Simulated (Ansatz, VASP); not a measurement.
# Si47C47N (N_C-V_Si (Si site 1) axial) in two plane-wave programs, part 2 of 2

Aim: how closely do two programs agree when they are given the same cell, functional and k mesh? Of the first pair: The cell is taken from a series of runs on this material, whose earlier steps may have relaxed, scaled, displaced or heated it; both programs get it as it stands.

VASP 6.6.1 and Ansatz 0.2.0.

So far. Step 3 (VASP: single point, PBE, pair 1): The run ends at a pressure of -0.05 GPa, with forces up to 0.77 eV/Å.

## 6. VASP: single point, PBE, pair 2

Level of this step: PBE, spin-polarised from a ferrimagnetic start; plane waves and PAW (Si, C, N) (VASP).

The same cell, functional, mesh and smearing now go to VASP, with its own data sets.

File INCAR:

```
SYSTEM = Si47C47N
PREC = Accurate
ENCUT = 520
EDIFF = 1E-06
NELM = 200
ISMEAR = -1
SIGMA = 0.01
LREAL = Auto
ALGO = Normal
GGA = PE
NBANDS = 264
ISPIN = 2
MAGMOM = 0 0 0 0 0 -0 -0 0 0 0 -0 0 0 0 0 -0 0 -0 0 0 -0 -0 -0 -0 0 -0 0 0 -0 -0 -0 0 0 0 0 -0 0 -0 0 0 -0 0 -0 -0 0 0 0 0 -0.01 0.01 0 -0 0 -0.02 0 0.04 -0 0 0 0 0 -0.01 0 -0 -0 0.02 -0.02 -0.28 0 -0 -0 0 0.01 0 0 0 -0 0.34 0.02 0.04 0 0 0 0.02 0.01 0.01 0 0 0 0.34 0 0 -0 0 0.01
LORBIT = 11
LWAVE = .FALSE.
LCHARG = .FALSE.
ISIF = 2
NUPDOWN = 1
LASPH = .TRUE.
GGA_COMPAT = .FALSE.
NCORE = 2
```

File POSCAR:

```
Si47C47N
1.0
    9.2823771921      5.3591829706      0.0000000000
   -9.2823771921      5.3591829706      0.0000000000
    0.0000000000      0.0000000000     10.1292997616
Si C N
47 47 1
Direct
    0.9993283973      0.9991863769      0.4999686520
    0.1679471743      0.3318177218      0.5009829131
    0.3324167582      0.1665638774      0.5006970551
[... 3 atom lines left out ...]
    0.0013903903      0.1671579889      0.7499112989
    0.1673331037      0.0010718721      0.7499001730
    0.3379391791      0.3374717980      0.7511286008
[... 5 atom lines left out ...]
    0.3361779169      0.6682792070      0.5009829131
[... 2 atom lines left out ...]
    0.3330285256      0.5000484644      0.2480076537
    0.9989948545      0.6659742690      0.7499517787
    0.1672422885      0.5000484644      0.7496436763
    0.3342808658      0.8329389398      0.7499112989
[... 4 atom lines left out ...]
    0.6676874681      0.3355526255      0.5009161242
[... 1 atom line left out ...]
    0.4995011263      0.3324329409      0.2485736658
[... 2 atom lines left out ...]
    0.5002096204      0.1669744413      0.7497247498
    0.6663096960      0.9990250567      0.7499001730
    0.8330690499      0.3341226598      0.7499517787
[... 3 atom lines left out ...]
    0.6659013452      0.8335330514      0.5006970551
    0.8321833070      0.6645443032      0.5009161242
[... 1 atom line left out ...]
    0.6671166498      0.6676639879      0.2485736658
[... 1 atom line left out ...]
    0.5005158455      0.6626251307      0.7511286008
    0.6627405866      0.5000484644      0.7513875154
    0.8332836434      0.8331224874      0.7497247498
    0.5002800335      0.5000484644      0.0001651073
[... 6 atom lines left out ...]
    0.1704231077      0.3348456669      0.6875357868
    0.3349978106      0.1698213129      0.6874567852
    0.0008746465      0.3329816511      0.4380221946
    0.1659262530      0.1653061838      0.4377003728
    0.3321920130      0.9988224086      0.4382316774
[... 2 atom lines left out ...]
    0.3329159708      0.3326788948      0.9387622280
[... 5 atom lines left out ...]
    0.3356259051      0.6652512618      0.6875357868
    0.9992736909      0.8319513455      0.4381482539
    0.1679414597      0.6671152776      0.4380221946
    0.3164498612      0.5000484644      0.4304200890
[... 1 atom line left out ...]
    0.1670856766      0.5000484644      0.9378410241
[... 5 atom lines left out ...]
    0.6653924871      0.3353167662      0.6876334889
[... 1 atom line left out ...]
    0.4992152934      0.3149287661      0.4304150336
    0.6673708098      0.1681455832      0.4381482539
[... 4 atom lines left out ...]
    0.5002180907      0.5000484644      0.1881252845
[... 2 atom lines left out ...]
    0.6652249621      0.8302756159      0.6874567852
    0.8301241853      0.6647801626      0.6876334889
    0.5006685335      0.8347907449      0.4377003728
    0.6843349917      0.6851681627      0.4304150336
    0.8345088260      0.5000484644      0.4379044959
    0.5002855404      0.6674180339      0.9387622280
    0.6675304124      0.5000484644      0.9389198702
[... 1 atom line left out ...]
    0.5004104012      0.5000484644      0.7099826144
```

File KPOINTS:

```
Automatic mesh
0
Gamma
1 1 1
0 0 0
```

Potentials, in the order of the species: Si, C and N (PBE family, release 64).

On the command line:

```
> mpirun -np 8 vasp_gam
```

Numbers of over 12 decimals in the logs are rounded to 6 here.

Output:

```text
[... set-up lines as in an earlier step ...]
 entering main loop
       N       E                     dE             d eps       ncg     rms          rms(c)
DAV:   1     0.226979234200E+04    0.22698E+04   -0.19751E+05  1056   0.138E+03
DAV:   2    -0.530398392938E+03   -0.28002E+04   -0.26034E+04  1368   0.278E+02
DAV:   3    -0.789100588152E+03   -0.25870E+03   -0.25515E+03  1296   0.810E+01
DAV:   4    -0.795924230947E+03   -0.68236E+01   -0.67938E+01  1296   0.146E+01
[...]
DAV:  16    -0.711285610754E+03   -0.33802E-05   -0.13782E-05  1416   0.703E-03    0.989E-03
DAV:  17    -0.711285613126E+03   -0.23716E-05   -0.76996E-06  1264   0.479E-03    0.418E-03
DAV:  18    -0.711285613811E+03   -0.68484E-06   -0.84138E-07   712   0.196E-03
   1 F= -.71128561E+03 E0= -.71128561E+03  d E =-.431377E-13  mag=     1.0000
```

Parts of OUTCAR (step 6):

```text
  FREE ENERGIE OF THE ION-ELECTRON SYSTEM (eV)
  ---------------------------------------------------
  free  energy   TOTEN  =      -711.2856138105 eV

  energy  without entropy=     -711.2856138105  energy(sigma->0) =     -711.28561381

 magnetization (x)
# of ion       s       p       d       tot
------------------------------------------
    1       -0.000   0.000   0.000   0.000
    2        0.002   0.005   0.000   0.008
    3       -0.002  -0.006   0.000  -0.008
    4       -0.000   0.000   0.000   0.000
    5       -0.000   0.000   0.000   0.000
    6       -0.000  -0.000   0.000  -0.000
    7        0.000  -0.000   0.000  -0.000
    8       -0.000   0.000   0.000   0.000
    9        0.000   0.000   0.000   0.000
   10       -0.000   0.000   0.000   0.000
   11       -0.000  -0.001   0.000  -0.001
   12        0.000   0.001   0.000   0.001
   13       -0.000   0.002   0.000   0.002
[...]
--------------------------------------------------
tot          0.031   0.464   0.000   0.495
```

The run ends at a pressure of -0.03 GPa, with forces up to 0.014 eV/Å.

## 7. Comparison

Compared:

```csv
quantity,Ansatz,VASP,difference
"total moment, fixed by the input (μB)",1.00,1.00,0.00
moment on C90 (μB),0.34,0.32,+0.02
moment on C78 (μB),0.34,0.32,+0.02
moment on C68 (μB),-0.28,-0.26,-0.02
```

The largest component of a force difference here is 10 meV/Å.

## 8. Ansatz: relaxation, PBE

The two programs are compared at the cell with which this relaxation starts, whose forces are those of its first step.

The structure compared here is the start of the Ansatz relaxation; VASP solves that cell, so the two are compared at the walk's first step.

File input.yaml:

```yaml
crystal:
  lattice:
    - [9.28237719, 5.35918297, 0.0]
    - [-9.28237719, 5.35918297, 0.0]
    - [0.0, 0.0, 10.12929976]
  atoms:
    - { symbol: Si, position: [0.0, 0.0, 0.49984705] }
    - { symbol: Si, position: [0.16666667, 0.33333333, 0.49984705] }
    - { symbol: Si, position: [0.33333333, 0.16666667, 0.49984705] }
    - { symbol: Si, position: [0.0, 0.33333333, 0.24990202] }
    - { symbol: Si, position: [0.16666667, 0.16666667, 0.24990202] }
    - { symbol: Si, position: [0.33333333, 0.0, 0.24990202] }
    - { symbol: Si, position: [0.0, 0.16666667, 0.74990194] }
    - { symbol: Si, position: [0.16666667, 0.0, 0.74990194] }
    - { symbol: Si, position: [0.33333333, 0.33333333, 0.74990194] }
    - { symbol: Si, position: [0.0, 0.0, 0.99984698] }
    - { symbol: Si, position: [0.16666667, 0.33333333, 0.99984698] }
    - { symbol: Si, position: [0.33333333, 0.16666667, 0.99984698] }
    - { symbol: C, position: [0.0, 0.0, 0.18730022] }
    - { symbol: C, position: [0.16666667, 0.33333333, 0.18730022] }
    - { symbol: C, position: [0.33333333, 0.16666667, 0.18730022] }
    - { symbol: C, position: [0.0, 0.0, 0.68730009] }
    - { symbol: C, position: [0.16666667, 0.33333333, 0.68730009] }
    - { symbol: C, position: [0.33333333, 0.16666667, 0.68730009] }
    - { symbol: C, position: [0.0, 0.33333333, 0.43794092] }
    - { symbol: C, position: [0.16666667, 0.16666667, 0.43794092] }
    - { symbol: C, position: [0.33333333, 0.0, 0.43794092] }
    - { symbol: C, position: [0.0, 0.16666667, 0.93794079] }
    - { symbol: C, position: [0.16666667, 0.0, 0.93794079] }
    - { symbol: C, position: [0.33333333, 0.33333333, 0.93794079] }
    - { symbol: Si, position: [0.0, 0.5, 0.49984705] }
    - { symbol: Si, position: [0.16666667, 0.83333333, 0.49984705] }
    - { symbol: Si, position: [0.33333333, 0.66666667, 0.49984705] }
    - { symbol: Si, position: [0.0, 0.83333333, 0.24990202] }
    - { symbol: Si, position: [0.16666667, 0.66666667, 0.24990202] }
    - { symbol: Si, position: [0.33333333, 0.5, 0.24990202] }
    - { symbol: Si, position: [0.0, 0.66666667, 0.74990194] }
    - { symbol: Si, position: [0.16666667, 0.5, 0.74990194] }
    - { symbol: Si, position: [0.33333333, 0.83333333, 0.74990194] }
    - { symbol: Si, position: [0.0, 0.5, 0.99984698] }
    - { symbol: Si, position: [0.16666667, 0.83333333, 0.99984698] }
    - { symbol: Si, position: [0.33333333, 0.66666667, 0.99984698] }
    - { symbol: C, position: [0.0, 0.5, 0.18730022] }
    - { symbol: C, position: [0.16666667, 0.83333333, 0.18730022] }
    - { symbol: C, position: [0.33333333, 0.66666667, 0.18730022] }
    - { symbol: C, position: [0.0, 0.5, 0.68730009] }
    - { symbol: C, position: [0.16666667, 0.83333333, 0.68730009] }
    - { symbol: C, position: [0.33333333, 0.66666667, 0.68730009] }
    - { symbol: C, position: [0.0, 0.83333333, 0.43794092] }
    - { symbol: C, position: [0.16666667, 0.66666667, 0.43794092] }
    - { symbol: C, position: [0.33333333, 0.5, 0.43794092] }
    - { symbol: C, position: [0.0, 0.66666667, 0.93794079] }
    - { symbol: C, position: [0.16666667, 0.5, 0.93794079] }
    - { symbol: C, position: [0.33333333, 0.83333333, 0.93794079] }
    - { symbol: Si, position: [0.5, 0.0, 0.49984705] }
    - { symbol: Si, position: [0.66666667, 0.33333333, 0.49984705] }
    - { symbol: Si, position: [0.83333333, 0.16666667, 0.49984705] }
    - { symbol: Si, position: [0.5, 0.33333333, 0.24990202] }
    - { symbol: Si, position: [0.66666667, 0.16666667, 0.24990202] }
    - { symbol: Si, position: [0.83333333, 0.0, 0.24990202] }
[... 6 lines left out ...]
    - { symbol: C, position: [0.5, 0.0, 0.18730022] }
    - { symbol: C, position: [0.66666667, 0.33333333, 0.18730022] }
    - { symbol: C, position: [0.83333333, 0.16666667, 0.18730022] }
    - { symbol: C, position: [0.5, 0.0, 0.68730009] }
    - { symbol: C, position: [0.66666667, 0.33333333, 0.68730009] }
    - { symbol: C, position: [0.83333333, 0.16666667, 0.68730009] }
[... 11 lines left out ...]
    - { symbol: Si, position: [0.5, 0.66666667, 0.74990194] }
    - { symbol: Si, position: [0.66666667, 0.5, 0.74990194] }
    - { symbol: Si, position: [0.83333333, 0.83333333, 0.74990194] }
    - { symbol: Si, position: [0.5, 0.5, 0.99984698] }
    - { symbol: Si, position: [0.66666667, 0.83333333, 0.99984698] }
    - { symbol: Si, position: [0.83333333, 0.66666667, 0.99984698] }
[... 3 lines left out ...]
    - { symbol: "N", position: [0.5, 0.5, 0.68730009] }
    - { symbol: C, position: [0.66666667, 0.83333333, 0.68730009] }
    - { symbol: C, position: [0.83333333, 0.66666667, 0.68730009] }
    - { symbol: C, position: [0.5, 0.83333333, 0.43794092] }
    - { symbol: C, position: [0.66666667, 0.66666667, 0.43794092] }
    - { symbol: C, position: [0.83333333, 0.5, 0.43794092] }
    - { symbol: C, position: [0.5, 0.66666667, 0.93794079] }
    - { symbol: C, position: [0.66666667, 0.5, 0.93794079] }
    - { symbol: C, position: [0.83333333, 0.83333333, 0.93794079] }
  host:
    repeats: [2, 2, 1]
    atoms:
      - { symbol: Si, position: [0.0, 0.0, 0.49984705] }
      - { symbol: Si, position: [0.33333333, 0.66666667, 0.49984705] }
      # ... 22 more atoms of the perfect host
total_charge: -1
basis:
  ecutwfc: 420
  xc_grid: 2
hamiltonian:
  xc: pbe
kpoints:
  mp_grid: { grid: [1, 1, 1] }
magnetization:
  spin_polarized: true
  initial_magnetization: 2
  spin_locking: { lock_magnetization: hard }
scf:
  occupations: { method: fermi_dirac, width: 0.01 }
  max_iter: 60
output:
  forces: true
  charged_corrections:
    epsilon: [7.02, 7.02, 7.32]
    static_epsilon: [10.34, 10.34, 11.03]
    defect_position: [0.5, 0.5, 0.593574]
relax:
  f_tol: 0.01
  max_steps: 80
  random_displacement: { amplitude: 0.05, seed: 1005 }
checkpoint:
  write: "../qm1_M2.relax_smeared.run"
  compress: false
  write_wavefunctions: true
  write_every: 100000
```

On the command line:

```
> ansatz run input.yaml --threads 4 --pin off --max-ram 9420MiB --backend cpu --events-out ev --progress --plain --runs-dir out
```

Output:

```text
[...]
Crystal: 95 atoms, lattice volume = 1007.783 Å³
Basis set: ecut = 420 eV, 19671 PW (Γ), exchange–correlation on 144×144×144 points (8 copies of the dense FFT grid, shifted against one another)
Bands: 287, of which v1, the nominal top of the filled ones, is band 191 counted from 1 (190 counted from 0)
Symmetry: 1 space group operations
k-points: 1
[...]
Starting moments: Σ|m| = 2 μB on 95 of 95 sites
[...]
- { symbol: C, position: [0.165090, 0.165283, 0.437254] }
[...]
- { symbol: Si, position: [0.832319, 0.832505, 0.748804] }
    - { symbol: Si, position: [0.499476, 0.499655, 1.000044] }
    - { symbol: Si, position: [0.665660, 0.833066, 0.999675] }
    - { symbol: Si, position: [0.832886, 0.665848, 0.999679] }
[...]
- { symbol: N, position: [0.499473, 0.499669, 0.711007] }
[...]
- { symbol: C, position: [0.833827, 0.499648, 0.437259] }
    - { symbol: C, position: [0.499481, 0.667069, 0.938142] }
    - { symbol: C, position: [0.666887, 0.499654, 0.938143] }
    - { symbol: C, position: [0.832512, 0.832695, 0.937283] }
```

## 9. VASP: single point, PBE, start cell, pair 3

The same cell, functional, mesh and smearing now go to VASP, with its own data sets.

File INCAR:

```
SYSTEM = Si47C47N
PREC = Accurate
ENCUT = 520
EDIFF = 1E-06
NELM = 200
ISMEAR = -1
SIGMA = 0.01
LREAL = Auto
ALGO = Normal
GGA = PE
NELECT = 382
NBANDS = 264
ISPIN = 2
MAGMOM = 0 0 0 -0 -0 -0 0 0 0 0 0 0 0 0.01 0 -0 -0 0 0 -0 0 0 -0 0 0 0 0.01 0 -0 -0 -0 0 0 0 0 -0 0 0 -0 0 -0 0 0 -0 -0 0 0 0 0.01 0.01 0 0 0 0.03 0 0.03 0 0 0 0 -0 0.01 0 -0 0 0.03 0.03 0.28 0 0 0 0 0.01 -0 0 0 -0 0.28 0.03 0.03 0 0 0 0.03 0.01 0.01 0 0 0 0.28 0 0 0 0 -0
LORBIT = 11
LWAVE = .FALSE.
LCHARG = .FALSE.
ISIF = 2
NUPDOWN = 2
LASPH = .TRUE.
GGA_COMPAT = .FALSE.
NCORE = 2
```

File POSCAR:

```
Si47C47N
1.0
    9.2823771921      5.3591829706      0.0000000000
   -9.2823771921      5.3591829706      0.0000000000
    0.0000000000      0.0000000000     10.1292997616
Si C N
47 47 1
Direct
    0.9975810564      0.9949349670      0.4981715537
    0.1669578087      0.3378012217      0.4980096471
    0.3335314721      0.1643778202      0.4956105672
[... 1 atom line left out ...]
    0.1691478995      0.1720363837      0.2495765808
[... 1 atom line left out ...]
    0.0041784859      0.1659345715      0.7507911878
[... 1 atom line left out ...]
    0.3283106817      0.3308155357      0.7516853266
[... 5 atom lines left out ...]
    0.3280082312      0.6647068952      0.4998348473
[... 2 atom lines left out ...]
    0.3289416987      0.4983706033      0.2471074071
    0.0006213784      0.6715741819      0.7505198956
    0.1652430967      0.4947944537      0.7496719594
[... 5 atom lines left out ...]
    0.6617358873      0.3325649285      0.5006980857
[... 1 atom line left out ...]
    0.5018019530      0.3356029322      0.2543226147
[... 2 atom lines left out ...]
    0.4969793366      0.1613006698      0.7501429693
    0.6679201183      0.9980280345      0.7459668662
    0.8303530649      0.3309584697      0.7539057171
[... 3 atom lines left out ...]
    0.6669692452      0.8369657845      0.4965729239
    0.8345222003      0.6680852017      0.5045818685
    0.4996479714      0.8292545944      0.2525867592
    0.6636935290      0.6641877990      0.2459220340
    0.8300586788      0.4957939818      0.2527255645
    0.4958138292      0.6663526865      0.7474309358
    0.6694594672      0.5032860864      0.7536191227
    0.8373545590      0.8370710110      0.7526308017
    0.5014458158      0.5029628841      0.9957248020
[... 6 atom lines left out ...]
    0.1636427082      0.3329533242      0.6833947225
    0.3354347360      0.1642067233      0.6899187668
[... 1 atom line left out ...]
    0.1704288680      0.1683111993      0.4344170973
[... 3 atom lines left out ...]
    0.3313407781      0.3361566781      0.9401078282
[... 5 atom lines left out ...]
    0.3303758633      0.6674252996      0.6839214124
    0.9964069461      0.8299749901      0.4346556133
    0.1713457142      0.6703230671      0.4359313184
    0.3381081672      0.5010320571      0.4361623315
[... 7 atom lines left out ...]
    0.6662552703      0.3291268671      0.6898104671
[... 1 atom line left out ...]
    0.5046287086      0.3360220071      0.4404342951
    0.6651070056      0.1678569042      0.4337009570
    0.8289022513      0.9982945480      0.4351866470
[... 3 atom lines left out ...]
    0.4975443405      0.4993760911      0.1829535154
[... 2 atom lines left out ...]
    0.6641349304      0.8361081186      0.6864620619
    0.8327142965      0.6697219973      0.6906716323
    0.5008301579      0.8294784058      0.4397772901
    0.6646342211      0.6613580130      0.4374246102
    0.8342759609      0.5036611910      0.4414375233
    0.4983404210      0.6625520199      0.9410985186
    0.6687105680      0.4998832334      0.9423459888
    0.8298073934      0.8283828660      0.9363440932
    0.4975027199      0.5024551150      0.6853587280
```

KPOINTS is that of step 6.

On the command line:

```
> mpirun -np 8 vasp_gam
```

Output:

```text
[... set-up lines as in an earlier step ...]
 entering main loop
       N       E                     dE             d eps       ncg     rms          rms(c)
DAV:   1     0.228204569518E+04    0.22820E+04   -0.19816E+05  1056   0.138E+03
DAV:   2    -0.517122534288E+03   -0.27992E+04   -0.25952E+04  1368   0.278E+02
DAV:   3    -0.777818551053E+03   -0.26070E+03   -0.25715E+03  1304   0.810E+01
DAV:   4    -0.784631333498E+03   -0.68128E+01   -0.67819E+01  1288   0.147E+01
DAV:   5    -0.784814483193E+03   -0.18315E+00   -0.18291E+00  1312   0.240E+00BRMIX: very serious problems
 the old and the new charge density differ
 old charge density:   381.00000 new  382.00000
    0.598E+01
DAV:   6    -0.700892042453E+03    0.83922E+02   -0.27201E+02  1240   0.227E+01    0.265E+01
DAV:   7    -0.699057757361E+03    0.18343E+01   -0.23149E+01  1288   0.716E+00    0.118E+01
DAV:   8    -0.698755316970E+03    0.30244E+00   -0.17797E+00  1240   0.237E+00    0.407E+00
DAV:   9    -0.698720804649E+03    0.34512E-01   -0.25842E-01  1272   0.119E+00    0.121E+00
[...]
DAV:  16    -0.698727425464E+03   -0.36308E-05   -0.79842E-06  1224   0.519E-03    0.512E-03
DAV:  17    -0.698727426822E+03   -0.13576E-05   -0.26571E-06   792   0.284E-03    0.249E-03
DAV:  18    -0.698727427464E+03   -0.64190E-06   -0.54874E-07   680   0.150E-03
   1 F= -.69872743E+03 E0= -.69872743E+03  d E =-.121072E-10  mag=     2.0000
```

OUTCAR, selected parts (step 9):

```text
  FREE ENERGIE OF THE ION-ELECTRON SYSTEM (eV)
  ---------------------------------------------------
  free  energy   TOTEN  =      -698.7274274637 eV

  energy  without entropy=     -698.7274274637  energy(sigma->0) =     -698.72742746

 magnetization (x)
# of ion       s       p       d       tot
------------------------------------------
    1        0.000   0.001   0.000   0.001
    2       -0.000  -0.000   0.000  -0.001
    3       -0.000  -0.001   0.000  -0.001
    4       -0.000  -0.000   0.000  -0.000
    5       -0.000  -0.000   0.000  -0.000
    6       -0.000  -0.000   0.000  -0.000
    7       -0.000  -0.000   0.000  -0.000
    8       -0.000   0.000   0.000  -0.000
    9        0.000   0.000   0.000   0.001
   10       -0.000   0.000   0.000   0.000
   11        0.000   0.000   0.000   0.001
   12        0.000   0.000   0.000   0.000
   13        0.000   0.000   0.000   0.001
[...]
--------------------------------------------------
tot          0.124   0.905   0.000   1.029
```

The cell is charged against a uniform background.

The run ends at a pressure of 1.35 GPa, with forces up to 3.0 eV/Å.

## 10. Differences

Forces on 9 of the 95 atoms, those with the largest forces and the largest differences (eV/Å; atoms numbered as in POSCAR):

| atom | Ansatz x, y, z | VASP x, y, z |
| --- | --- | --- |
| Si9 | 0.469, 2.062, -1.118 | 0.469, 2.056, -1.122 |
| Si15 | 2.346, 0.831, -0.451 | 2.341, 0.833, -0.448 |
| Si37 | 1.716, -1.929, 0.595 | 1.712, -1.924, 0.601 |
| Si43 | -1.114, -1.792, -1.089 | -1.110, -1.786, -1.090 |
| C68 | -2.038, -1.319, -0.582 | -2.041, -1.310, -0.573 |
| C81 | 1.250, 0.917, -0.292 | 1.243, 0.923, -0.300 |
| C83 | -0.394, -1.090, -0.153 | -0.390, -1.085, -0.166 |
| C90 | -0.571, 2.303, -0.641 | -0.572, 2.305, -0.641 |
| N95 | 0.548, -0.040, 2.975 | 0.548, -0.040, 2.978 |

The forces differ by 3.9 meV/Å r.m.s., which is 0.4 % of the r.m.s. force of 0.872 eV/Å (both taken over all components). Moments aren't recorded for both runs of this pair, so they may hold unlike magnetic states. The cell carries a charge of -1 e against a uniform background, so its pressure also hangs on how the neutralising background is counted, and in a defect's cell a gap may be the spacing between its levels.

## 11. What came out

| Property | Result |
| --- | --- |
| r.m.s. force difference (single point, PBE, pair 1) | 2.6 meV/Å |
| difference in moment on C90 (single point, PBE, pair 2) | 0.019 μB |
| r.m.s. force difference (single point, PBE, start cell, pair 3) | 0.44 % of the r.m.s. force |

In words: The r.m.s. force difference is 2.6 meV/Å (single point, PBE, pair 1), within the 12 meV/Å picked in this series as the mark of a large difference. 2 further pairs of this series are not shown here. How closely two codes agree says nothing of how well the functional describes the real material.

[Lines on the potential files, build, host, timing and source positions are cut from VASP's logs without a mark.]

[Logs are printed without paths, hosts, clocks, repeated set-up lines and the standing remarks that a program may print on its own settings, such as how far it seeks lower states.]

[Hosts, paths, dates, database ids (printed as entryN), source tags and the programs' standing remarks are cut or masked in the printed files.]
